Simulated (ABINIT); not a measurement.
# BN (F-43m) in ABINIT: notebook

The runs below take BN through single point, relaxation of the atoms, with PBE.

All numbers are computed with ABINIT 10.8.3 (patched build); they aren't measurements. Logs are shortened: lines on timing, memory, paths and dates and some standing lists are left out, and cuts for length are marked. The log counts tension as positive stress, the text compression.

## 1. The cell of the first run

Symmetry: F-43m, No. 216, cubic system. Conventional cell: a = 3.626 Å, b = 3.626 Å, c = 3.626 Å, α = 90.00°, β = 90.00°, γ = 90.00°. N (site symmetry -43m) has 4 B at 1.57 Å as nearest neighbours. B (site symmetry -43m) is surrounded by 4 N at 1.57 Å.

The cell is a database's computed one.

## 2. Single point, PBE, 5.96 Å³/atom (biaxial strain of 0 %)

The input, run.abi:

```
pp_dirpath "./"
pseudos "N.GGA_PBE-JTH.xml, B.GGA_PBE-JTH.xml"

acell 3*1.0
rprim
     0.0000000000     3.4260753537     3.4260753537
     3.4260753537     0.0000000000     3.4260753537
     3.4260753537     3.4260753537     0.0000000000
ntypat 2
znucl 7 5
natom 2
typat 1 2
xcart
     0.9065005000     0.9065005000     0.9065005000
     0.0000000000     0.0000000000     0.0000000000 Angstrom

ecut 707.496042 eV
pawecutdg 48.0
pawxcdev 0

kptopt 1
ngkpt 8 8 8
nshiftk 1
shiftk 0.0 0.0 0.0

ixc 11

nband 8
occopt 3
tsmear 0.05 eV

nstep 100
tolvrs 1.0e-9

iomode 3
prtwf 0
prtden 0
prteig 0
prtebands 0
enunit 2
```

Potentials or basis: JTH PAW PBE v2.0.

On the command line:

```bash
$ abinit run.abi > log 2>&1
```

run.abo:

```text
.Version 10.8.3 of ABINIT
 Symmetries : space group F-4 3 m (#216); Bravais cF (face-center cubic)
================================================================================
 Values of the parameters that define the memory need of the present run
     intxc =       0    ionmov =       0      iscf =      17    lmnmax =       8
     lnmax =       4     mgfft =      24  mpssoang =       2    mqgrid =    3001
     natom =       2  nloc_mem =       2    nspden =       1   nspinor =       1
    nsppol =       1      nsym =      24    n1xccc =       1    ntypat =       2
    occopt =       3   xclevel =       2
       mpw =         528          nfft =       13824          nkpt =          29
 PAW method is used; the additional fine FFT grid is defined by:
   mgfftf=        32    nfftf =     32768
================================================================================
================================================================================

--------------------------------------------------------------------------------
------------- Echo of variables that govern the present computation ------------
--------------------------------------------------------------------------------
 -outvars: echo values of preprocessed input variables --------
            acell      1.0000000000E+00  1.0000000000E+00  1.0000000000E+00 Bohr
              amu      1.40067400E+01  1.08110000E+01
             ecut      2.60000000E+01 Hartree
           enunit           2
              ixc          11
         kptrlatt        8    0    0      0    8    0      0    0    8
          kptrlen      3.87616178E+01
            natom           2
            nband           8
            ngfft          24      24      24
          ngfftdg          32      32      32
             nkpt          29
            nstep         100
             nsym          24
           ntypat           2
           occopt           3
        pawecutdg      4.80000000E+01 Hartree
         pawxcdev           0
           prtden           0
        prtebands           0
           prteig           0
            prtwf           0
            rprim      0.0000000000E+00  3.4260753537E+00  3.4260753537E+00
                       3.4260753537E+00  0.0000000000E+00  3.4260753537E+00
                       3.4260753537E+00  3.4260753537E+00  0.0000000000E+00
          spgroup         216
           tolvrs      1.00000000E-09
           tsmear      1.83746611E-03 Hartree
            typat      1  2
           useylm           1
           xangst      9.0650050000E-01  9.0650050000E-01  9.0650050000E-01
                       6.0774285567E-10  6.0774285567E-10  6.0774285567E-10
            xcart      1.7130376780E+00  1.7130376780E+00  1.7130376780E+00
                       1.1484675522E-09  1.1484675522E-09  1.1484675522E-09
             xred      2.5000000017E-01  2.5000000017E-01  2.5000000017E-01
                       1.6760687283E-10  1.6760687283E-10  1.6760687283E-10
            znucl        7.00000    5.00000

[... 132 lines left out ...]

 cartesian forces (hartree/bohr) at end:
    1     -0.00000000000000     0.00000000000000     0.00000000000000
    2      0.00000000000000    -0.00000000000000    -0.00000000000000
 frms,max,avg= 2.8074670E-29 3.4384308E-29   0.000E+00  0.000E+00  0.000E+00 h/b

 cartesian forces (eV/Angstrom) at end:
    1     -0.00000000000000     0.00000000000000     0.00000000000000
    2      0.00000000000000    -0.00000000000000    -0.00000000000000
 frms,max,avg= 1.4436576E-27 1.7681122E-27   0.000E+00  0.000E+00  0.000E+00 e/A
 length scales=  1.000000000000  1.000000000000  1.000000000000 bohr
              =  0.529177210544  0.529177210544  0.529177210544 angstroms
 Fermi (or HOMO) energy (hartree) =   0.36503   Average Vxc (hartree)=  -0.46917
 Eigenvalues (hartree) for nkpt=  29  k points:
 kpt#   1, nband=  8, wtk=  0.00195, kpt=  0.0000  0.0000  0.0000 (reduced coord)
  -0.42563    0.31449    0.31449    0.31449    0.63635    0.63635    0.63635    0.68870
      occupation numbers for kpt#   1
   2.00000    2.00000    2.00000    2.00000    0.00000    0.00000    0.00000    0.00000
 prteigrs : prtvol=0 or 1, do not print more k-points.

 Fermi (or HOMO) energy (eV) =   9.93308   Average Vxc (eV)= -12.76685
 Eigenvalues (   eV  ) for nkpt=  29  k points:
 kpt#   1, nband=  8, wtk=  0.00195, kpt=  0.0000  0.0000  0.0000 (reduced coord)
 -11.58196    8.55766    8.55766    8.55766   17.31589   17.31589   17.31589   18.74049
 prteigrs : prtvol=0 or 1, do not print more k-points.

--- !EnergyTerms
iteration_state     : {dtset: 1, }
comment             : Components of total free energy in Hartree
kinetic             :  7.92865983517242E+00
hartree             :  1.81880263521311E+00
xc                  : -3.90783866641753E+00
Ewald energy        : -1.31304314006389E+01
psp_core            :  7.24944099992149E-01
local_psp           : -7.79700092477529E+00
PAW spherical_terms :  1.38423984325774E+00
internal            : -1.29786245781963E+01
'-kT*entropy'       : -4.83289818527819E-18
total_energy        : -1.29786245781963E+01
total_energy_eV     : -3.53166366338882E+02
...

--- !EnergyTermsDC
iteration_state     : {dtset: 1, }
comment             : '"Double-counting" decomposition of free energy'
band_energy         :  2.11901332335321E-01
Ewald energy        : -1.31304314006389E+01
psp_core            :  7.24944099992149E-01
xc_dc               : -1.02193903881860E+00
PAW spherical_terms :  2.36903529935039E-01
internal            : -1.29786214771950E+01
'-kT*entropy'       : -4.83289818527819E-18
total_energy_dc     : -1.29786214771950E+01
total_energy_dc_eV  : -3.53166281956338E+02
...

--- !EnergyTermsWithPAWCore
iteration_state     : {dtset: 1, }
comment             : 'Components of total free energy, including PAW core contributions'
Total energy        : -7.96973784978468E+01
Total energy DC     : -7.96973753968454E+01
Total energy (eV)   : -2.16867614909705E+03
Total energy DC (eV): -2.16867606471450E+03
...

 Cartesian components of stress tensor (hartree/bohr^3)
  sigma(1 1)=  1.46938568E-05  sigma(3 2)=  0.00000000E+00
  sigma(2 2)=  1.46938568E-05  sigma(3 1)=  0.00000000E+00
  sigma(3 3)=  1.46938568E-05  sigma(2 1)=  0.00000000E+00

-Cartesian components of stress tensor (GPa)         [Pressure= -4.3231E-01 GPa]
- sigma(1 1)=  4.32308193E-01  sigma(3 2)=  0.00000000E+00
- sigma(2 2)=  4.32308193E-01  sigma(3 1)=  0.00000000E+00
- sigma(3 3)=  4.32308193E-01  sigma(2 1)=  0.00000000E+00

== END DATASET(S) ==============================================================
================================================================================

 -outvars: echo values of variables after computation  --------
            acell      1.0000000000E+00  1.0000000000E+00  1.0000000000E+00 Bohr
           etotal     -1.2978621477E+01
            fcart     -3.4384307510E-29  9.5435624708E-46  3.4384307510E-29
                       3.4384307510E-29 -9.5435624708E-46 -3.4384307510E-29
            rprim      0.0000000000E+00  3.4260753537E+00  3.4260753537E+00
                       3.4260753537E+00  0.0000000000E+00  3.4260753537E+00
                       3.4260753537E+00  3.4260753537E+00  0.0000000000E+00
           strten      1.4693856821E-05  1.4693856821E-05  1.4693856821E-05
                       0.0000000000E+00  0.0000000000E+00  0.0000000000E+00
           xangst      9.0650050000E-01  9.0650050000E-01  9.0650050000E-01
                       6.0774285567E-10  6.0774285567E-10  6.0774285567E-10
             xred      2.5000000017E-01  2.5000000017E-01  2.5000000017E-01
                       1.6760687283E-10  1.6760687283E-10  1.6760687283E-10
 Calculation completed.
```

Wall time 5.4 s (1 thread of Arm Neoverse V1, shared host); peak memory 0.08 GiB.

Results:

```
Free energy                                           : -353.1663 eV
Pressure                                              : -0.4 GPa
Band gap on the k mesh                                : 4.44 eV, indirect (least direct gap 8.76 eV)
Valence electrons inside the program's atomic spheres : N 2.72; B 2.05
```

## 3. Relaxation of the atoms, PBE, 5.49 Å³/atom (biaxial strain of -4 %)

The input, run.abi:

```
pp_dirpath "./"
pseudos "N.GGA_PBE-JTH.xml, B.GGA_PBE-JTH.xml"

acell 3*1.0
rprim
     0.0000000000     3.2890323395     3.4260753537
     3.2890323395     0.0000000000     3.4260753537
     3.2890323395     3.2890323395     0.0000000000
ntypat 2
znucl 7 5
natom 2
typat 1 2
xcart
     0.8702404800     0.8702404800     0.9065005000
     0.0000000000     0.0000000000     0.0000000000 Angstrom
chkprim 0
chksymtnons 0
tolsym 1.0e-6

ecut 707.496042 eV
pawecutdg 48.0
pawxcdev 0
pawovlp -1

kptopt 1
ngkpt 8 8 8
nshiftk 1
shiftk 0.0 0.0 0.0

ixc 11

nband 8
occopt 3
tsmear 0.05 eV

nstep 100
tolvrs 1.0e-9

iomode 3
prtwf 0
prtden 0
prteig 0
prtebands 0
enunit 2

ionmov 22
ntime 60
tolmxf 5.0e-5
```

Potentials or basis: JTH PAW PBE v2.0.

On the command line:

```bash
$ abinit run.abi > log 2>&1
```

Run time: 8.8 s. Hardware: 1 thread of Arm Neoverse V1, shared host; peak memory 0.08 GiB.

The run converged. Its results:

```yaml
Free_energy: -353.0458 eV
Pressure_after_relaxing: 34.7 GPa
Band_gap_on_the_k_mesh: 4.13 eV, indirect (least direct gap 8.91 eV)
```

Caveat: the relaxation stopped at its first step, so nothing moved; the atomic spheres overlap.
